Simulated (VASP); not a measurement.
SrCl2:

```xyz
3
Lattice="0.0000 3.4884 3.4884 3.4884 0.0000 3.4884 3.4884 3.4884 0.0000" Properties=species:S:1:pos:R:3 pbc="T T T"
Sr    0.0000    0.0000    0.0000
Cl    5.2325    5.2325    5.2325
Cl    1.7442    1.7442    1.7442
```

Base run:

| Quantity | Value |
| --- | --- |
| Program | VASP 6.6.1 |
| Functional | LDA |
| Potentials or basis | VASP PAW LDA potentials, release 64 (Sr_sv, Cl) |
| Cutoff | 520 eV |
| k mesh | 8 × 8 × 8 |
| Occupations | gaussian, width 0.02 eV |
| Spin | no spin polarisation |

Its results: band gap on the k mesh 4.89 eV, indirect (least direct gap 5.15 eV).

**Question.** The run is repeated on the same cell with these changes: functional from LDA to PBE; potentials or basis from VASP PAW LDA potentials, release 64 (Sr_sv, Cl) to VASP PAW PBE potentials, release 64 (Sr_sv, Cl). What comes out?

**Answer.** Band gap on the k mesh 5.34 eV, indirect (least direct gap 5.51 eV).
